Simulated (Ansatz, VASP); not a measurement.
## Two plane-wave programs on Fe

The input POSCAR:

```
Fe
1.0
   -1.4345540696      1.4345540696      1.4345540696
    1.4345540696     -1.4345540696      1.4345540696
    1.4345540696      1.4345540696     -1.4345540696
Fe
1
Direct
    0.0000000000      0.0000000000      0.0000000000
```

INCAR.step1

```
SYSTEM = Fe
PREC     = Accurate       ! precision mode
ENCUT    = 520            ! plane-wave cutoff, eV
ISMEAR   = -1             ! smearing method
SIGMA    = 0.05           ! smearing width, eV
LREAL    = .False.        ! projectors in reciprocal space
LASPH    = .True.         ! aspherical terms in the spheres
NELM     = 150            ! most SCF steps
ISPIN    = 2              ! spin polarisation
MAGMOM   = 2.804          ! initial moments
LMAXMIX  = 4              ! l up to which the mixer works
NBANDS   = 14             ! bands
GGA      = PE             ! functional
ALGO     = Normal         ! electronic algorithm
EDIFF    = 1E-4           ! SCF threshold, eV
LWAVE    = .True.         ! write WAVECAR
LCHARG   = .False.        ! write CHGCAR
```

The input INCAR.step2:

```
SYSTEM = Fe
PREC     = Accurate       ! precision mode
ENCUT    = 520            ! plane-wave cutoff, eV
EDIFF    = 1E-6           ! SCF threshold, eV
ISMEAR   = -1             ! smearing method
SIGMA    = 0.05           ! smearing width, eV
LREAL    = .False.        ! projectors in reciprocal space
LASPH    = .True.         ! aspherical terms in the spheres
NELM     = 150            ! most SCF steps
ALGO     = Normal         ! electronic algorithm
ISIF     = 2              ! what is computed and relaxed
LWAVE    = .False.        ! write WAVECAR
LCHARG   = .True.         ! write CHGCAR
ISPIN    = 2              ! spin polarisation
MAGMOM   = 2.804          ! initial moments
LORBIT   = 11             ! projections on sites
LMAXMIX  = 4              ! l up to which the mixer works
METAGGA  = R2SCAN         ! meta-GGA
LMIXTAU  = .True.       
LELF     = .True.         ! ELF
LVHAR    = .True.       
NBANDS   = 14             ! bands
ISTART   = 1
```

The input KPOINTS:

```
regular mesh
0
Gamma
  5 5 5
  0 0 0
```

Input for Ansatz:

```yaml
crystal:
  lattice:
    - [-1.4345540696, 1.4345540696, 1.4345540696]
    - [1.4345540696, -1.4345540696, 1.4345540696]
    - [1.4345540696, 1.4345540696, -1.4345540696]
  atoms:
    - { symbol: Fe, position: [0.0, 0.0, 0.0], spin: 2.804 }
hamiltonian:
  xc: r2scan
  pseudopotentials:
    kind: paw
    azcp:
      Fe: "pseudopotentials/Fe.paw.azcp"
basis:
  ecutwfc: 500
  fft_grid_basis: typed
kpoints:
  mp_grid: { grid: [5, 5, 5], shift: [0, 0, 0] }
magnetization:
  spin_polarized: true
scf:
  occupations: { method: fermi_dirac, width: 0.05 }
  lower_state_search: "off"
output:
  stress: true
```

Alike in both runs: task single point; functional r2SCAN; k mesh 5 × 5 × 5; occupations fermi-dirac, width 0.05 eV; collinear spin.

```csv
,VASP,Ansatz
version,VASP 6.6.1,Ansatz 0.2.0
potentials or method,"VASP PAW PBE potentials, release 64 (Fe)","plane waves (500 eV) with PAW, scalar-relativistic"
plane-wave cutoff (eV),520,500
valence electrons in the cell,8,16
```

|  | VASP | Ansatz | Ansatz less VASP |
| --- | --- | --- | --- |
| pressure (GPa) | 6.0 | 6.4 | +0.44 |
| net moment per atom (μB) | 2.88 | 2.88 | +0.001 |
| size of the moment on the site where the two differ most (μB) | 2.93 | 3.00 | +0.070 |

Site moments also hang on the region over which each program counts them. With one functional, cell and mesh, what is left measures potentials, basis and numerics. The two sets of potentials don't hold the same shells in valence. Ansatz warned: «stability_check_not_made».

Caveats: the k mesh is coarse (spacing up to 0.62 Å⁻¹), so the values aren't converged; the PAW data sets were made with another functional, which shifts forces and pressure a little (VASP).
